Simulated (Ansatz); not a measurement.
Al: experiment and calculation

**Measured values to compare with.**

“The interpretation of polycrystalline coherent inelastic neutron scattering from aluminium”, 2013, pmc:3831299 quotes, for a bulk crystal of Al: lattice constant a 4.0495 Å; bulk modulus 76.9 GPa.

The results are compared with them further down.

Theory: DFT r2SCAN, scalar-relativistic, plane waves, PAW (Ansatz 0.2.0).

Settings: cutoff 500 eV, Γ-centred mesh 18×18×18 on the computed 1-atom cell, Gaussian smearing of 0.10 eV; no spin polarisation.

Relaxed structure, symmetry kept:

```cif
data_structure
_symmetry_space_group_name_H-M 'P 1'
_symmetry_Int_Tables_number 1
_cell_length_a 2.8228
_cell_length_b 2.8228
_cell_length_c 2.8228
_cell_angle_alpha 60.000
_cell_angle_beta 60.000
_cell_angle_gamma 60.000
_cell_volume 15.90
loop_
_atom_site_label
_atom_site_type_symbol
_atom_site_fract_x
_atom_site_fract_y
_atom_site_fract_z
_atom_site_occupancy
Al1 Al 0.00000 0.00000 0.00000 1
```

* Space group: Fm-3m (No. 225)
* Volume per atom: 15.90 Å³
* Formation energy from the elements' standard states (uncorrected): +0.004 eV/atom
* Generalised Kohn–Sham band gap: none (metal)
* Density of states at the Fermi level: 0.34 states/eV per cell
* Löwdin character within 0.5 eV of the Fermi level: Al 3p 65 %, Al 3s 29 %, unprojected 6 %
* Bulk modulus: 92 GPa
* Its pressure derivative: 4.6
* Bader charges (e): Al (1 in the cell) 0.00

Measured lattice constant a of Al: 4.0495 Å (quoted in the paper above). This calculation gives 3.992 Å (-1.4 %). The calculation is for 0 K without zero-point motion. Against the measured bulk modulus of Al, 76.9 GPa (quoted in the paper above), the calculated 92 GPa is off by +19.1 %.